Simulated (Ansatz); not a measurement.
# Ti: the cost of one run

Program: Ansatz 0.2.0. Level of theory: DFT PBE, scalar-relativistic, plane waves, PAW. These are calculated values, not measurements.

**1. The structure to begin with**

Symmetry: P6_3/mmc, No. 194, hexagonal system. Conventional cell: a = 2.950 Å, b = 2.950 Å, c = 4.686 Å, α = 90.00°, β = 90.00°, γ = 120.00°. Ti (site symmetry -6m2) has 12 Ti at 2.90 to 2.95 Å as nearest neighbours.

Coordinates:

```cif
data_structure
_symmetry_space_group_name_H-M 'P 1'
_symmetry_Int_Tables_number 1
_cell_length_a 2.9500
_cell_length_b 2.9500
_cell_length_c 4.6860
_cell_angle_alpha 90.000
_cell_angle_beta 90.000
_cell_angle_gamma 120.000
_cell_volume 35.32
loop_
_atom_site_label
_atom_site_type_symbol
_atom_site_fract_x
_atom_site_fract_y
_atom_site_fract_z
_atom_site_occupancy
Ti1 Ti 0.33333 0.66667 0.25000 1
Ti2 Ti 0.66667 0.33333 0.75000 1
```

This is candidate A: structure reported for this formula (P6_3/mmc, No. 194).

(A quick probe on a coarse mesh, which set the mesh and smearing, is not shown.)

**3. The relaxation (candidate A)**

The input, input.yaml:

```yaml
crystal:
  lattice:
    - [2.9499978604, 0.0, 0.0]
    - [-1.4749989302, 2.5547730882, 0.0]
    - [0.0, 0.0, 4.686]
  atoms:
    - { symbol: Ti, position: [0.3333333333, 0.6666666667, 0.25] }
    - { symbol: Ti, position: [0.6666666667, 0.3333333333, 0.75] }
basis:
  ecutwfc: 420
kpoints:
  mp_grid: { grid: [21, 21, 12] }
hamiltonian:
  xc: pbe
scf:
  occupations: { method: gaussian, width: 0.1 }
output:
  forces: true
  stress: true
  eigenvalues: true
relax:
  adjacent_minimum: "off"
  f_tol: 0.01
  max_steps: 80
  cell: { stress_tol: 0.05 }
```

Q: Estimate wall time and peak memory on 1 thread of an x86-64 CPU, shared host.

About 43 s, with a peak of 0.53 GiB.
